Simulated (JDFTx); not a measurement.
# AlN (P6_3mc) in JDFTx: reference runs, part 2 of 2

JDFTx 1.7.0 (patched build). The steps go on from the part before.

## (3) Single point, PBE (atoms moved at random, drawn with an rms of 0.05 Å)

The input, AlN.in:

```
lattice \
    5.8827174260    -2.9413587130     0.0000000000 \
    0.0000000000     5.0945827342     0.0000000000 \
    0.0000000000     0.0000000000     9.4127258268
coords-type Lattice
ion Al     0.6648880000     0.3374970000     0.5017330000 1
ion Al     0.3259010000     0.6703850000    -0.0061290000 1
ion N      0.6406570000     0.3163710000     0.8687530000 1
ion N      0.3268930000     0.6631110000     0.3751070000 1

ion-species pseudo/Al.upf
ion-species pseudo/N.upf
elec-cutoff 42 336
elec-ex-corr gga-PBE
kpoint-folding 10 10 6
elec-smearing Fermi 0.0018374661
elec-n-bands 14
electronic-SCF nIterations 100 energyDiffThreshold 1e-09
electronic-minimize nIterations 30 energyDiffThreshold 1e-7
converge-empty-states yes
forces-output-coords Cartesian

dump-name run.$VAR
dump End Ecomponents EigStats BandEigs Kpoints Forces Stress
```

Potentials or basis: PseudoDojo-SR-PBE-0.5-standard.

Launch:

```console
jdftx -c 1 -i AlN.in -o AlN.out
```

Output:

```text
*************** JDFTx 1.7.0 (patched build) ***************

Input parsed successfully to the following command list (including defaults):
[... the input with its defaults ...]

---------- Setting up symmetries ----------

Found 24 point-group symmetries of the bravais lattice
Found 1 space-group symmetries with basis
Applied RMS atom displacement 0 bohrs to make symmetries exact.

---------- Initializing the Grid ----------
R =
[      5.88272     -2.94136            0  ]
[            0      5.09458            0  ]
[            0            0      9.41273  ]
unit cell volume = 282.099
G =
[    1.06808   0.616654         -0  ]
[          0    1.23331          0  ]
[          0         -0    0.66752  ]
Minimum fftbox size, Smin = [  52  52  80  ]
Chosen fftbox size, S = [  54  54  80  ]

---------- Initializing tighter grid for wavefunction operations ----------
R =
[      5.88272     -2.94136            0  ]
[            0      5.09458            0  ]
[            0            0      9.41273  ]
unit cell volume = 282.099
G =
[    1.06808   0.616654         -0  ]
[          0    1.23331          0  ]
[          0         -0    0.66752  ]
Minimum fftbox size, Smin = [  36  36  56  ]
Chosen fftbox size, S = [  36  36  56  ]

---------- Exchange Correlation functional ----------
Initalized PBE GGA exchange.
Initalized PBE GGA correlation.

---------- Setting up pseudopotentials ----------
Width of ionic core gaussian charges (only for fluid interactions / plotting) set to 0

Reading pseudopotential file 'pseudo/Al.upf':
  'Al' pseudopotential, 'PBE' functional
  Generated using ONCVPSP code by D. R. Hamann
  3 valence electrons, 2 orbitals, 6 projectors, 1001 radial grid points, with lMax = 2
    3S    l: 0   occupation:  2.0   eigenvalue: -0.284914
    3P    l: 1   occupation:  1.0   eigenvalue: -0.099668
  Core radius for overlap checks: 1.74 bohrs.

Reading pseudopotential file 'pseudo/N.upf':
  'N' pseudopotential, 'PBE' functional
  Generated using ONCVPSP code by D. R. Hamann
  5 valence electrons, 2 orbitals, 4 projectors, 1001 radial grid points, with lMax = 1
    2S    l: 0   occupation:  2.0   eigenvalue: -0.682907
    2P    l: 1   occupation:  3.0   eigenvalue: -0.260548
  Core radius for overlap checks: 1.31 bohrs.

Initialized 2 species with 4 total atoms.

Folded 1 k-points by 10x10x6 to 600 k-points.

---------- Setting up k-points, bands, fillings ----------
Adding inversion symmetry to k-mesh for non-inversion-symmetric unit cell.
Reduced to 304 k-points under symmetry.
Computing the number of bands and number of electrons
Calculating initial fillings.
nElectrons:  16.000000   nBands: 14   nStates: 304

----- Setting up reduced wavefunction bases (one per k-point) -----
average nbasis = 3667.555 , ideal nbasis = 3667.499

---------- Setting up ewald sum ----------
Optimum gaussian width for ewald sums = 2.076670 bohr.
Real space sum over 1089 unit cells with max indices [  5  5  4  ]
Reciprocal space sum over 2873 terms with max indices [  6  6  8  ]

---------- Allocating electronic variables ----------
Initializing wave functions:  linear combination of atomic orbitals
Al pseudo-atom occupations:   s ( 2 )  p ( 1 )
N pseudo-atom occupations:   s ( 2 )  p ( 3 )
	FillingsUpdate:  mu: +0.522040761  nElectrons: 16.000000
LCAOMinimize: Iter:   0  F: -23.8684663236178700  |grad|_K:  4.030e-03  alpha:  1.000e+00
	FillingsUpdate:  mu: +0.415375499  nElectrons: 16.000000
LCAOMinimize: Iter:   1  F: -24.1840657333157445  |grad|_K:  3.021e-04  alpha:  3.871e-01  linmin: -8.103e-01  cgtest:  9.189e-01
LCAOMinimize: Encountered beta<0, resetting CG.
[... 7 lines of inner loops ...]
LCAOMinimize: Iter:   5  F: -24.1856809751945150  |grad|_K:  2.036e-07  alpha:  6.163e-01  linmin:  5.609e-04  cgtest:  3.118e-03
	FillingsUpdate:  mu: +0.407782525  nElectrons: 16.000000
LCAOMinimize: Iter:   6  F: -24.1856809761658980  |grad|_K:  9.534e-08  alpha:  5.336e-01  linmin: -1.256e-04  cgtest:  6.161e-04
LCAOMinimize: Converged (|Delta F|<1.000000e-06 for 2 iters).

-------- Electronic minimization -----------
Will mix electronic density at each iteration.
	FillingsUpdate:  mu: +0.407782525  nElectrons: 16.000000
	FillingsUpdate:  mu: +0.379916094  nElectrons: 16.000000
SCF: Cycle:  0   F: -24.325809052643034   dF: -1.401e-01   |Residual|: 1.260e-01   |deigs|: 5.804e-02
	FillingsUpdate:  mu: +0.300000000  nElectrons: 16.000000
SCF: Cycle:  1   F: -24.336316680670194   dF: -1.051e-02   |Residual|: 3.954e-02   |deigs|: 1.228e-02
	FillingsUpdate:  mu: +0.300000000  nElectrons: 16.000000
SCF: Cycle:  2   F: -24.336593105091488   dF: -2.764e-04   |Residual|: 1.461e-02   |deigs|: 8.592e-04
	FillingsUpdate:  mu: +0.300000000  nElectrons: 16.000000
SCF: Cycle:  3   F: -24.336645319012153   dF: -5.221e-05   |Residual|: 3.013e-03   |deigs|: 1.821e-03
	FillingsUpdate:  mu: +0.300000000  nElectrons: 16.000000
SCF: Cycle:  4   F: -24.336650164266221   dF: -4.845e-06   |Residual|: 1.426e-03   |deigs|: 3.068e-04
	FillingsUpdate:  mu: +0.300000000  nElectrons: 16.000000
SCF: Cycle:  5   F: -24.336652249899320   dF: -2.086e-06   |Residual|: 2.487e-04   |deigs|: 1.792e-04
	FillingsUpdate:  mu: +0.300000000  nElectrons: 16.000000
SCF: Cycle:  6   F: -24.336652647578759   dF: -3.977e-07   |Residual|: 1.530e-04   |deigs|: 8.309e-05
	FillingsUpdate:  mu: +0.300000000  nElectrons: 16.000000
SCF: Cycle:  7   F: -24.336652818032341   dF: -1.705e-07   |Residual|: 3.173e-05   |deigs|: 7.925e-05
	FillingsUpdate:  mu: +0.300000000  nElectrons: 16.000000
SCF: Cycle:  8   F: -24.336652868987095   dF: -5.095e-08   |Residual|: 1.251e-05   |deigs|: 5.963e-05
	FillingsUpdate:  mu: +0.300000000  nElectrons: 16.000000
SCF: Cycle:  9   F: -24.336652893069878   dF: -2.408e-08   |Residual|: 1.185e-05   |deigs|: 8.913e-05
	FillingsUpdate:  mu: +0.300000000  nElectrons: 16.000000
SCF: Cycle: 10   F: -24.336652900059114   dF: -6.989e-09   |Residual|: 2.828e-06   |deigs|: 5.589e-05
	FillingsUpdate:  mu: +0.300000000  nElectrons: 16.000000
SCF: Cycle: 11   F: -24.336652903393350   dF: -3.334e-09   |Residual|: 1.856e-06   |deigs|: 5.822e-05
	FillingsUpdate:  mu: +0.300000000  nElectrons: 16.000000
SCF: Cycle: 12   F: -24.336652904299807   dF: -9.065e-10   |Residual|: 8.615e-07   |deigs|: 4.298e-05
	FillingsUpdate:  mu: +0.300000000  nElectrons: 16.000000
SCF: Cycle: 13   F: -24.336652904729508   dF: -4.297e-10   |Residual|: 7.717e-07   |deigs|: 6.251e-05
SCF: Converged (|Delta E|<1.000000e-09 for 2 iters).

Setting wave functions to eigenvectors of Hamiltonian
Converging empty states (this may take a while):
EmptyStates: None of the convergence criteria satisfied.
|deigs|: 6.196e-04

# Stress tensor in Cartesian coordinates [Eh/a0^3]:
[  -1.6423e-05  3.07412e-05   1.7882e-05  ]
[  3.07412e-05 -0.000115823  6.25827e-05  ]
[   1.7882e-05  6.25827e-05 -0.000281884  ]

# Ionic positions in lattice coordinates:
ion Al   0.664888000000000   0.337497000000000   0.501733000000000 1
ion Al   0.325901000000000   0.670385000000000  -0.006129000000000 1
ion N   0.640657000000000   0.316371000000000   0.868753000000000 1
ion N   0.326893000000000   0.663111000000000   0.375107000000000 1

# Forces in Cartesian coordinates:
force Al  -0.001787882883621  -0.006125224565986  -0.024860328435887 1
force Al  -0.004434425661606  -0.015591461961806   0.002769130416114 1
force N   0.006483868582806   0.016796499145224   0.020666285856840 1
force N  -0.000262578064606   0.004919688554095   0.001425120362745 1

# Energy components:
   Eewald =      -21.7304967083280083
       EH =        5.6976952708026465
     Eloc =      -16.0957583145087675
      Enl =       -1.3412374581522513
      Exc =       -8.4999185375278703
 Exc_core =        1.2492277272928212
       KE =       16.3838351156921576
-------------------------------------
     Etot =      -24.3366529047292701
       TS =        0.0000000000002369
-------------------------------------
        F =      -24.3366529047295082

IonicMinimize: Iter:   0  F: -24.336652904729508  |grad|_K:  1.193e-02
IonicMinimize: None of the convergence criteria satisfied after 0 iterations.

#--- Lowdin population analysis ---
# oxidation-state Al +1.084 +1.089
# oxidation-state N -1.030 -1.016

Dumping 'run.eigStats' ...
	eMin: -0.295908 at state 0 ( [ +0.000000 +0.000000 +0.000000 ] spin 0 )
	HOMO: +0.259628 at state 0 ( [ +0.000000 +0.000000 +0.000000 ] spin 0 )
	mu  : +0.300000
	LUMO: +0.415328 at state 0 ( [ +0.000000 +0.000000 +0.000000 ] spin 0 )
	eMax: +0.741662 at state 0 ( [ +0.000000 +0.000000 +0.000000 ] spin 0 )
	HOMO-LUMO gap: +0.155700
	Optical gap  : +0.155700 at state 0 ( [ +0.000000 +0.000000 +0.000000 ] spin 0 )
WARNING: the last solve of the electrons (or of bands or displaced states from it) ended unconverged.
Done!
[note: mu as printed may lie anywhere between the filled and the empty levels]
```

Run time: 15 min. Hardware: 1 thread of Arm Neoverse V1, shared host; peak memory 1.2 GiB.

Results:

```
Free energy            : -662.2341 eV
Pressure               : 4.1 GPa
Largest force          : 1.409 eV/Å
Band gap on the k mesh : 4.24 eV, direct
Loewdin charges        : Al +1.08, +1.09; N -1.03, -1.02 e
```

Forces on the atoms (eV/Å):
```
Al  -0.092 -0.315 -1.278
Al  -0.228 -0.802  0.142
N    0.333  0.864  1.063
N   -0.014  0.253  0.073
```

Caveat: the empty levels aren't tightly converged. A k mesh can miss the band edges.

## (4) How close it comes

Step 2. Against the measured gap of AlN, 6.0343 eV (an exciton energy, a little under the gap; 0 K; quoted in “Structural and optical properties of self-assembled AlN nanowires grown on SiO2/Si substrates by molecular beam epitaxy”, 2024, arxiv:2402.00216), the calculated 4.22 eV is off by -1.81 eV. 2 values of this kind are on record (6.034 to 6.0343 eV); this one was drawn at random. The value is that of PBE on a finite k mesh, which can miss the band edges, without temperature or zero-point motion. Semilocal functionals fall short of measured gaps as a rule.
